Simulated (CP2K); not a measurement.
SnO2 (Cassiterite) under changes of volume

One of the cells (11.922 Å³/atom); the others are scaled copies at fixed shape and fractional positions:

```xyz
6
Lattice="4.7380 0.0000 0.0000 0.0000 4.7380 0.0000 0.0000 0.0000 3.1865" Properties=species:S:1:pos:R:3 pbc="T T T"
Sn    2.3690    2.3690    1.5933
Sn    0.0000    0.0000    0.0000
O     3.8240    0.9140    1.5933
O     3.2830    3.2830    0.0000
O     0.9140    3.8240    1.5933
O     1.4550    1.4550    0.0000
```

- Program: CP2K 2026.2
- Functional: PBE
- Potentials or basis: POTENTIAL_UZH Sn GTH-PBE-q4, O GTH-PBE-q6; TZVP-MOLOPT-PBE-GTH basis
- Density cutoff: 8163 eV
- k mesh: 6 × 6 × 8
- Occupations: fermi-dirac, width 0.05 eV
- Spin: no spin polarisation

```tsv
volume (Å³/atom)	energy over the lowest point (meV/atom)	pressure (GPa)	gap on the mesh (eV)	largest force (eV/Å)
11.207	?	?	?	?
11.445	93.21	24.2	1.57	0.459
11.684	61.20	18.9	1.32	0.375
11.922	36.57	14.2	1.09	0.296
12.161	18.59	10.0	0.87	0.223
12.399	6.59	6.2	0.65	0.156
12.637	0.00	2.7	0.45	0.093
```

What does the run at 11.207 Å³/atom give?

Energy over the lowest point 133.75 meV/atom; pressure 29.9 GPa; gap on the mesh 1.83 eV; largest force 0.549 eV/Å.

Worked out: A Birch-Murnaghan fit of order 3 (a polynomial in V^(-2/3)) to the other rows has its minimum at 12.84 Å³/atom, just outside them, with B0 = V·E''(V) = 162 GPa and B' = 4.4 at fixed shape and positions, which overstates the stiffness. It gives 133.25 meV/atom at 11.207 Å³/atom, against the run's 133.75, and -dE/dV = 29.9 GPa, against 29.9. A straight line through the other rows of the gap, of slope -11.3 eV per unit of ln V (its deformation potential), extrapolates to 1.80 eV, against the run's 1.83.

Energies are extrapolated to zero smearing.

Caveats: spin-orbit coupling is left out, which moves the levels of the heavy elements; the basis of atomic orbitals isn't converged, which shifts pressures, moduli and gaps.
